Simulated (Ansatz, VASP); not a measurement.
Ir: VASP beside Ansatz

```
Ir
1.0
     0.00000    1.91507    1.91507
     1.91507    0.00000    1.91507
     1.91507    1.91507    0.00000
Ir
1
Direct
  0.00000 0.00000 0.00000
```

Alike in both runs: functional PBEsol; k mesh 18 × 18 × 18; occupations gaussian, width 0.1 eV; no spin polarisation.

Ansatz relaxed the structure, and its values are those at the end. VASP's run is a single point on that final structure, the one shown.

|  | VASP | Ansatz |
| --- | --- | --- |
| version | VASP 6.6.1 | Ansatz 0.2.0 |
| potentials or method | VASP PAW PBE potentials, release 64 (Ir) | scalar-relativistic, plane waves, PAW |
| plane-wave cutoff (eV) | 520 | 420 |
| valence electrons in the cell | 9 | 17 |

|  | VASP | Ansatz | Ansatz less VASP |
| --- | --- | --- | --- |
| gap on the k mesh at the Fermi level (eV) | none | none | - |
| pressure (GPa) | 1.0 | 0.0 | -0.97 |

A gap of «none» marks a metal or a gap that the smearing closes. The two sets of potentials don't hold the same shells in valence.

Caveats: the PAW data sets were made with another functional, which shifts forces and pressure a little (VASP). Spin-orbit coupling is left out, which matters for the levels of Ir.
